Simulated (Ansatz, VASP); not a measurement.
Two plane-wave programs on Re

File INCAR:

```
SYSTEM = Re
PREC = Accurate
ENCUT = 520
EDIFF = 1E-6
ISMEAR = -1
SIGMA = 0.1
LREAL = .FALSE.
LASPH = .TRUE.
NELM = 100
ALGO = Normal
ISIF = 2
LWAVE = .FALSE.
LCHARG = .TRUE.
LELF = .TRUE.
LVHAR = .TRUE.
NBANDS = 10
```

The input KPOINTS:

```
Automatic mesh
0
G
  16 16 16
  0 0 0
```

The input POSCAR:

```
Re
1.0
   -1.5140107084      1.5140107084      1.5140107084
    1.5140107084     -1.5140107084      1.5140107084
    1.5140107084      1.5140107084     -1.5140107084
Re
1
Direct
    0.0000000000      0.0000000000      0.0000000000
```

Input for Ansatz:

```yaml
crystal:
  lattice:
    - [-1.5140107084, 1.5140107084, 1.5140107084]
    - [1.5140107084, -1.5140107084, 1.5140107084]
    - [1.5140107084, 1.5140107084, -1.5140107084]
  atoms:
    - { symbol: Re, position: [0.0, 0.0, 0.0] }
hamiltonian:
  xc: lda
  pseudopotentials:
    kind: paw
    azcp:
      Re: "pseudopotentials/Re.paw.azcp"
basis:
  ecutwfc: 420
  fft_grid_basis: typed
kpoints:
  mp_grid: { grid: [16, 16, 16], shift: [0, 0, 0] }
magnetization:
  spin_polarized: false
scf:
  occupations: { method: fermi_dirac, width: 0.1 }
  lower_state_search: "off"
output:
  stress: true
```

Alike in both runs: task single point; functional LDA; k mesh 16 × 16 × 16; occupations fermi-dirac, width 0.1 eV; no spin polarisation.

|  | VASP | Ansatz |
| --- | --- | --- |
| version | VASP 6.6.1 | Ansatz 0.2.0 |
| potentials or method | VASP PAW LDA potentials, release 64 (Re) | plane waves (420 eV) with PAW, scalar-relativistic |
| plane-wave cutoff (eV) | 520 | 420 |
| valence electrons in the cell | 7 | 15 |

```csv
,VASP,Ansatz,Ansatz less VASP
pressure (GPa),20.2,18.1,-2.06
```

The two sets of potentials don't hold the same shells in valence. Ansatz warned: «pseudo_functional_mismatch».

Caveats: so large a pressure means that the cell lies far from this level's equilibrium, or that cutoff or potentials fall short (VASP). The runs have no spin-orbit coupling, so splittings on Re are missing.
